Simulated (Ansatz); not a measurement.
# CuO (P1) in Ansatz: further runs, part 2 of 3

Ansatz 0.2.0. The steps go on from the part before.

### Step 4. Band structure, PBE+U

Input file input.yaml:

```yaml
crystal:
  lattice:
    - [2.30557528, -1.72961264, 0.07280659]
    - [2.31575566, 1.7435441, 0.04814864]
    - [-0.70809278, -0.03896755, 5.12906913]
  atoms:
    - { symbol: Cu, position: [0.01425322, 0.47964541, 0.06043223] }
    - { symbol: Cu, position: [0.47087971, 0.15406821, 0.47412017] }
    - { symbol: O, position: [0.56926815, 0.29603286, 0.26394272] }
    - { symbol: O, position: [0.44559892, 0.57025351, 0.70150487] }
hamiltonian:
  xc: pbe
  pseudopotentials: { kind: paw }
  hubbard: { sites: [{ species: Cu, l: d, u_eff: 4.0 }] }
kpoints:
  mp_grid: { grid: [10, 10, 5] }
  band_path:
    path:
      - [[0.0, 0.0, 0.5], [0.0, 0.0, 0.0], [-0.5, 0.0, 0.0]]
      - [[-0.5, 0.0, 0.5], [0.0, 0.0, 0.0], [0.0, -0.5, 0.0]]
      - [[0.0, -0.5, 0.5], [0.0, 0.0, 0.0], [-0.5, -0.5, 0.0]]
      - [[-0.5, -0.5, 0.5], [0.0, 0.0, 0.0]]
    npoints: 14
scf:
  occupations: { method: fermi_dirac, width: 0.05 }
  n_extra_bands: 10
output:
  forces: true
  stress: true
  eigenvalues: true
  fatbands: true
```

Run with:

```console
ansatz run input.yaml --threads 2 --pin off --max-ram 5632MiB --backend cpu --events-out ev --progress --plain --runs-dir out
```

Wall time 37 s (2 threads of Intel Xeon Platinum 8259CL at 2.50GHz (Skylake/Cascade Lake), shared host); peak memory 0.74 GiB.

It converged, with:

```
Free energy            : -14370.8736 eV
Pressure               : 99.2 GPa
Largest force          : 42.585 eV/Å
Band gap on the k mesh : none (metal or under the smearing width)
```

Forces on the atoms (eV/Å):
```
Cu    0.108   1.386  -3.476
Cu  -27.014  -7.210  32.121
O    23.315   2.231 -34.456
O     3.592   3.592   5.811
```

Stress tensor (GPa, compression positive):
```
 90.57   9.11 -79.49
  9.11  29.07  -0.07
-79.49  -0.07 177.96
```

Levels at the corners of the path, in eV from the Fermi level:
| point | band 21 | band 22 | band 23 | band 24 | band 25 | band 26 | band 27 | band 28 | band 29 | band 30 |
| --- | --- | --- | --- | --- | --- | --- | --- | --- | --- | --- |
| X | -3.11 | -2.62 | -1.33 | -0.79 | -0.19 | 0.21 | 2.98 | 3.99 | 10.70 | 12.36 |
| Γ | -3.00 | -2.17 | -1.86 | -0.36 | 0.19 | 0.30 | 1.67 | 6.73 | 7.02 | 12.83 |
| Y | -3.01 | -2.66 | -2.43 | -1.79 | 0.01 | 0.68 | 4.52 | 6.03 | 6.59 | 10.27 |
| L | -2.97 | -2.54 | -2.19 | -1.03 | -0.76 | 0.13 | 5.24 | 5.98 | 7.20 | 8.55 |
| Γ | -3.00 | -2.17 | -1.86 | -0.36 | 0.19 | 0.30 | 1.67 | 6.73 | 7.02 | 12.83 |
| Z | -3.04 | -2.66 | -2.00 | -1.28 | -0.07 | 0.40 | 5.12 | 5.98 | 7.25 | 9.59 |
| N | -2.97 | -2.58 | -2.25 | -1.14 | -0.23 | 0.61 | 4.75 | 5.92 | 7.46 | 8.53 |
| Γ | -3.00 | -2.17 | -1.86 | -0.36 | 0.19 | 0.30 | 1.67 | 6.73 | 7.02 | 12.83 |
| M | -2.85 | -2.64 | -2.14 | -1.86 | -1.39 | 1.06 | 4.23 | 7.04 | 8.25 | 9.64 |
| R | -2.90 | -2.44 | -2.25 | -1.66 | -1.09 | 0.42 | 5.07 | 6.19 | 8.18 | 9.25 |
| Γ | -3.00 | -2.17 | -1.86 | -0.36 | 0.19 | 0.30 | 1.67 | 6.73 | 7.02 | 12.83 |

Eigenvalues of the final occupation matrices:
| site | spin | trace | eigenvalues |
| --- | --- | --- | --- |
| site 1 | 1 | 4.86 | 0.92 0.97 0.98 0.99 0.99 |
| site 2 | 1 | 4.61 | 0.71 0.94 0.97 0.99 0.99 |

Caveat: the cell as given lies far from equilibrium; the pressure holds a Pulay correction of +0.9 GPa for the finite cutoff; the run has no spin polarisation, though such a crystal can be magnetic; U without spin polarisation on a metal has little footing; forces of over 1 eV/Å show positions far from the minimum, so gaps and moduli don't describe the material at rest.

### Step 5. Band structure, PBE+U

Edit input.yaml of step 4 so:

```diff
@@ -13,3 +13,3 @@
   pseudopotentials: { kind: paw }
-  hubbard: { sites: [{ species: Cu, l: d, u_eff: 4.0 }] }
+  hubbard: { sites: [{ species: Cu, l: d, u_eff: 5.0 }] }
 kpoints:
@@ -30,2 +30,6 @@
   eigenvalues: true
-  fatbands: true
+  fatbands: false
+  write_density: true
+  write_potential: true
+  elf: true
+  volumetric_format: npy
```

Run with:

```console
ansatz run input.yaml --threads 2 --pin off --max-ram 5632MiB --backend cpu --events-out ev --progress --plain --runs-dir out
```

Wall time 36 s (2 threads of Intel Xeon Platinum 8259CL at 2.50GHz (Skylake/Cascade Lake), shared host); peak memory 0.75 GiB.

It converged, with:

```yaml
Free_energy: -14370.4430 eV
Pressure: 99.8 GPa
Largest_force: 42.717 eV/Å
Band_gap_on_the_k_mesh: none (metal or under the smearing width)
```

Forces in eV/Å, atoms in the order of the input:
```
Cu    0.118   1.444  -3.496
Cu  -27.154  -7.264  32.165
O    23.393   2.207 -34.362
O     3.643   3.613   5.693
```

Stress tensor (GPa, compression positive):
```
 91.59   8.78 -79.86
  8.78  29.48  -0.54
-79.86  -0.54 178.35
```

Levels at the corners of the path, in eV from the Fermi level:
| point | band 21 | band 22 | band 23 | band 24 | band 25 | band 26 | band 27 | band 28 | band 29 | band 30 |
| --- | --- | --- | --- | --- | --- | --- | --- | --- | --- | --- |
| X | -3.26 | -2.67 | -1.32 | -0.79 | -0.21 | 0.21 | 3.08 | 4.07 | 10.82 | 12.49 |
| Γ | -3.13 | -2.18 | -1.85 | -0.37 | 0.18 | 0.34 | 1.74 | 6.84 | 7.14 | 12.97 |
| Y | -3.14 | -2.72 | -2.54 | -1.83 | -0.01 | 0.71 | 4.66 | 6.15 | 6.70 | 10.40 |
| L | -3.16 | -2.61 | -2.27 | -1.07 | -0.77 | 0.17 | 5.37 | 6.09 | 7.32 | 8.67 |
| Γ | -3.13 | -2.18 | -1.85 | -0.37 | 0.18 | 0.34 | 1.74 | 6.84 | 7.14 | 12.97 |
| Z | -3.23 | -2.80 | -2.12 | -1.27 | -0.09 | 0.43 | 5.25 | 6.12 | 7.34 | 9.72 |
| N | -3.11 | -2.72 | -2.36 | -1.12 | -0.26 | 0.64 | 4.88 | 6.05 | 7.58 | 8.63 |
| Γ | -3.13 | -2.18 | -1.85 | -0.37 | 0.18 | 0.34 | 1.74 | 6.84 | 7.14 | 12.97 |
| M | -3.01 | -2.77 | -2.24 | -1.89 | -1.46 | 1.09 | 4.37 | 7.19 | 8.37 | 9.75 |
| R | -3.07 | -2.55 | -2.35 | -1.73 | -1.13 | 0.46 | 5.21 | 6.32 | 8.32 | 9.36 |
| Γ | -3.13 | -2.18 | -1.85 | -0.37 | 0.18 | 0.34 | 1.74 | 6.84 | 7.14 | 12.97 |

Eigenvalues of the final occupation matrices:
```
  site  spin  trace               eigenvalues
site 1     1   4.87  0.93 0.97 0.98 0.99 1.00
site 2     1   4.61  0.71 0.94 0.98 0.99 0.99
```

Caveat: the cell as given lies far from equilibrium; the pressure holds a Pulay correction of +0.9 GPa for the finite cutoff; the run has no spin polarisation, though such a crystal can be magnetic; U without spin polarisation on a metal has little footing; forces of over 1 eV/Å show positions far from the minimum, so gaps and moduli don't describe the material at rest.

### Step 6. Band structure, PBE+U

Edit input.yaml of step 5 so:

```diff
@@ -13,3 +13,3 @@
   pseudopotentials: { kind: paw }
-  hubbard: { sites: [{ species: Cu, l: d, u_eff: 5.0 }] }
+  hubbard: { sites: [{ species: Cu, l: d, u_eff: 6.0 }] }
 kpoints:
@@ -31,5 +31 @@
   fatbands: false
-  write_density: true
-  write_potential: true
-  elf: true
-  volumetric_format: npy
```

Potentials or basis: Ansatz PAW.

Run with:

```console
ansatz run input.yaml --threads 2 --pin off --max-ram 5632MiB --backend cpu --events-out ev --progress --plain --runs-dir out
```

Log:

```text
Warning: RAYON_NUM_THREADS=2 ignored (pool sized by the plan → 2); use --threads N
Cu: projections on atomic orbitals take those of the free atom [Ne] 3s2 3p6 3d10 4s1, of charge +0.00 (hamiltonian.pseudopotentials.projection_atoms); the dataset's partial waves leave at most 2.0e-6 of an orbital's norm unspanned inside its sphere
O: projections on atomic orbitals take those of the free atom [He] 2s2 2p4, of charge +0.00 (hamiltonian.pseudopotentials.projection_atoms); the dataset's partial waves leave at most 1.9e-8 of an orbital's norm unspanned inside its sphere
scf.n_extra_bands = 10 over 25 filled bands (N_el = 50.0): the run solves 35 bands
Engine: ansatz 0.2.0, x86_64-unknown-linux-gnu
Pseudopotentials: kind: paw
Pseudopotential: Cu, paw, valence charge 19, recommended cutoff 420 eV (normal), Cu.paw.azcp
Pseudopotential: O, paw, valence charge 6, recommended cutoff 420 eV (normal), O.paw.azcp
Functional definition: PBE
  parameter kappa = 0.804
  parameter beta = 0.06672455060314922
  exchange = pbe_x(kappa = kappa, mu = beta*pi^2/3)
  correlation = pbe_c(beta = beta)
Crystal: 4 atoms, lattice volume = 41.309 Å³
Basis set: ecut = 420 eV, 817 PW (Γ), exchange–correlation on 40×40×72 points (8 copies of the dense FFT grid, shifted against one another)
Bands: 35, of which v1, the nominal top of the filled ones, is band 25 counted from 1 (24 counted from 0)
Symmetry: 1 space group operations
Space group: P1 (ITA 1), of the structure as read, at distance tolerance 3.5e-5 Å
k-points: 252 of 500 (time reversal used)
Non-local potential: Cu, projectors of the file, l = 0: 3, l = 1: 2, l = 2: 3, l = 3: 1
Non-local potential: O, projectors of the file, l = 0: 2, l = 1: 2, l = 2: 1
PAW form: soft (Blöchl's): semilocal exchange-correlation on the pseudo side does not see the compensation charge
PAW one-centre angular grid: Cu, 590 points (default); XC on 64 Gauss nodes
PAW one-centre angular grid: O, 110 points (default); XC on 64 Gauss nodes
Initial density: superposition of atomic densities (chi_scale 0.1, normalization cell, long waves of neutral atoms under a Hubbard term (reshape's long-wave potential 0.16 eV rms, cloud 1.98 Å wide))
Initial wavefunctions: pseudopotential atomic-orbital guess
Functional: x = pbe(κ = 0.804, μ = 0.2195149727645171), c = pbe(β = 0.06672455060314922)
SCF iter   1: F=—  HF=-14370.354531 eV  |F-HF|=—  |Δ(HF+E_count)|=         —  Δρ=1.20e-1  dr2=4.40e0  ethr=3.10e-3  ⟨swp⟩=5.9  Hψ=34884  notcnv=0  defer=4
preconditioner: auto → LDOS  [metal: Δε(μ)=0.025 eV  Ē_g=18.077 eV  σ=0.050 eV  W_gap=0.12  n_scr=18 (ndim 8)  ℏωp=33.7 eV  f_vac=0.018  D(μ)=1.04/eV (n_scr^D=2)  β→1.0]
[... 16 lines left out ...]
SCF converged after 14 iterations
Free energy (F): -14370.030397 eV
Harris-Foulkes:  -14370.030397 eV  (|F-HF|=6.39e-9)
Internal energy: -14370.018935 eV  (E = F + TS)
E sigma→0 (E₀):  -14370.024666 eV
Entropy (-TS):   -0.011462 eV (-2.866 meV/atom)
Fermi energy:    11.641611 eV
--- Per-component energies (eV) ---
  E_band       = -940.008381
  E_kinetic    = 958.761801
  E_local      = -10573.337469  (includes V_loc(G=0)·N_el)
  E_nonlocal   = 909.517309
  E_hartree    = 4618.492629
  E_xc         = -325.310515
  E_vxc        = -417.714857  (∫ρ·V_xc dr)
  E_hubbard    = 2.423629  (on-site DFT+U / exact-exchange correction)
  E_vhub       = -52.171919  (the Hubbard potential's part of the band-sum identity)
  E_paw        = -3658.196370  (= ΣΔE_a)
  E_vpaw       = -1002.052896  (= ΣTr[D̂ρ^β])
  E_aug_tail   = 0.005479  (compensation charges beyond the density's cutoff)
  E_ewald      = -6302.375426
  E_smearing   = -0.011462  (= −TS)
  E_closure    = 0.000000  (closes the sum)
  Σ components = -14370.030397   (vs F -14370.030397, Δ=0.00e0)
--- Forces (eV/Å), atoms counted from 1 ---
  atom   1  Cu     0.12825085     1.50025142    -3.51640922
  atom   2  Cu   -27.29027037    -7.31816017    32.20494251
  atom   3  O     23.46790169     2.18163156   -34.27219787
  atom   4  O      3.69409914     3.63626190     5.58363958
  max |Σ_I F_I| component: 2.50e-5 eV/Å
--- Stress (GPa, compression-positive) ---
       92.601771       8.460803     -80.196252
        8.460796      29.912495      -0.999122
      -80.196263      -0.999120     178.792176
  P = ⅓ Tr σ = 100.4355 GPa (1004.355 kbar)
--- Band table (eV; the first three rows and the last of 252) ---
  k-point 0: bands = ["-102.6456", "-98.8355", "-61.2309", "-59.9442", "-59.1737", "-56.3005", "-56.2802", "-56.2188", "-10.3979", "-7.0306", "1.3065", "1.5495", "1.9282", "4.1805", "4.8911", "5.5907", "6.7267", "7.0775", "7.9694", "8.0623", "8.3689", "9.4590", "9.7991", "11.2762", "11.8048", "12.0163", "13.4617", "18.5844", "18.8977", "24.7514", "27.1135", "28.3582", "28.8051", "30.0352", "30.4613"]
  k-point 1: bands = ["-102.6454", "-98.8353", "-61.2309", "-59.9441", "-59.1738", "-56.3005", "-56.2802", "-56.2187", "-10.3852", "-7.0554", "1.2692", "1.5505", "1.9285", "4.2289", "4.8904", "5.7380", "6.7704", "7.0359", "7.9726", "8.0465", "8.3493", "9.3121", "9.9641", "11.1019", "11.7408", "11.8534", "13.9194", "17.1793", "20.5143", "24.6249", "26.9306", "27.4704", "28.8098", "30.0421", "30.4412"]
  k-point 2: bands = ["-102.6451", "-98.8350", "-61.2309", "-59.9441", "-59.1738", "-56.3004", "-56.2802", "-56.2187", "-10.3640", "-7.0957", "1.2159", "1.5472", "1.9287", "4.2938", "4.8887", "6.0399", "6.8097", "6.9980", "7.9633", "8.0508", "8.2972", "9.0046", "10.2755", "10.8613", "11.4973", "11.8432", "14.6484", "16.0312", "22.1997", "24.3705", "25.5279", "27.4875", "28.4596", "30.0479", "30.2459"]
  k-point 251: bands = ["-102.6442", "-98.8336", "-61.2338", "-59.9539", "-59.1828", "-56.3128", "-56.2910", "-56.2192", "-9.8850", "-6.4751", "1.1881", "1.5711", "2.3271", "3.9313", "4.8784", "6.0596", "6.7403", "7.0954", "7.8549", "8.2264", "8.4065", "8.9950", "9.1955", "9.8049", "10.4513", "12.1978", "16.8549", "18.2500", "20.0278", "21.1759", "22.5508", "25.1051", "25.8238", "27.4924", "29.2986"]
Occupation matrices written to <dir>
```

bands.tsv:

```text
# k_distance	band_0	band_1	band_2	band_3	band_4	band_5	band_6	band_7	band_8	band_9	band_10	band_11	band_12	band_13	band_14	band_15	band_16	band_17	band_18	band_19	band_20	band_21	band_22	band_23	band_24	band_25	band_26	band_27	band_28	band_29	band_30	band_31	band_32	band_33	band_34
[... 122 lines left out ...]
8.183580	-114.287198	-110.477141	-72.872545	-71.585765	-70.815361	-67.942082	-67.921789	-67.860367	-22.039481	-18.672175	-10.335157	-10.092095	-9.713397	-7.461101	-6.750551	-6.050918	-4.914921	-4.564133	-3.672176	-3.579342	-3.272740	-2.182641	-1.842549	-0.365379	0.163150	0.374692	1.820130	6.942762	7.256064	13.109828	15.471874	16.716565	17.163527	18.393614	18.819718
```

occupation_matrices:

```text
# The occupation matrices of the corrected shells as a run of Ansatz 0.0.0 ended. An entry of
# hamiltonian.hubbard.sites starts from them by `starting_ns: <path of this file>`, where that key's refused
# combinations let it.
# Free energy -14370.030397 eV.
# projection_atom_Cu: [Ne] 3s2 3p6 3d10 4s1
# projection_atom_O: [He] 2s2 2p4
[... 26 lines left out ...]
    matrix:
      - [0.9529473803899093, -0.018198059920911766, 0.0051627492680316345, -0.003227404689663164, -0.006184503095025574]
      - [-0.018198059920911766, 0.7816415841548138, -0.10341086884213839, -0.06198267141234749, 0.004797818100557412]
      - [0.0051627492680316345, -0.10341086884213839, 0.9212700536067985, -0.028092444534205344, -4.4424022204641704e-5]
      - [-0.003227404689663164, -0.06198267141234749, -0.028092444534205344, 0.9759716402847234, 4.268739879769182e-5]
      - [-0.006184503095025574, 0.004797818100557412, -4.4424022204641704e-5, 4.268739879769182e-5, 0.986266354002903]
```

Run time: 36 s. Hardware: 2 threads of Intel Xeon Platinum 8259CL at 2.50GHz (Skylake/Cascade Lake), shared host; peak memory 0.73 GiB.

Results:

```yaml
Free_energy: -14370.0304 eV
Pressure: 100.4 GPa
Largest_force: 42.842 eV/Å
Band_gap_on_the_k_mesh: none (metal or under the smearing width)
```

Forces on the atoms (eV/Å):
```
Cu    0.128   1.500  -3.516
Cu  -27.290  -7.318  32.205
O    23.468   2.182 -34.272
O     3.694   3.636   5.584
```

Levels at the corners of the path, in eV from the Fermi level:
```
point  band 21  band 22  band 23  band 24  band 25  band 26  band 27  band 28  band 29  band 30
    X    -3.36    -2.70    -1.32    -0.78    -0.22     0.22     3.19     4.15    10.95    12.63
    Γ    -3.27    -2.18    -1.84    -0.37     0.16     0.37     1.82     6.94     7.26    13.11
    Y    -3.29    -2.78    -2.63    -1.85    -0.02     0.73     4.80     6.26     6.82    10.52
    L    -3.36    -2.66    -2.34    -1.11    -0.78     0.20     5.50     6.20     7.44     8.78
    Γ    -3.27    -2.18    -1.84    -0.37     0.16     0.37     1.82     6.94     7.26    13.11
    Z    -3.43    -2.93    -2.22    -1.25    -0.10     0.46     5.37     6.25     7.44     9.85
    N    -3.26    -2.87    -2.46    -1.09    -0.30     0.67     5.01     6.18     7.70     8.73
    Γ    -3.27    -2.18    -1.84    -0.37     0.16     0.37     1.82     6.94     7.26    13.11
    M    -3.18    -2.92    -2.35    -1.91    -1.53     1.12     4.50     7.33     8.49     9.86
    R    -3.26    -2.65    -2.45    -1.79    -1.17     0.49     5.35     6.44     8.45     9.48
    Γ    -3.27    -2.18    -1.84    -0.37     0.16     0.37     1.82     6.94     7.26    13.11
```

Eigenvalues of the final occupation matrices:
| site | spin | trace | eigenvalues |
| --- | --- | --- | --- |
| site 1 | 1 | 4.89 | 0.94 0.97 0.98 0.99 1.00 |
| site 2 | 1 | 4.62 | 0.71 0.95 0.98 0.99 1.00 |

Caveat: the cell as given lies far from equilibrium; the pressure holds a Pulay correction of +0.9 GPa for the finite cutoff; the run has no spin polarisation, though such a crystal can be magnetic; U without spin polarisation on a metal has little footing; forces of over 1 eV/Å show positions far from the minimum, so gaps and moduli don't describe the material at rest.

[end of part 2 of 3]
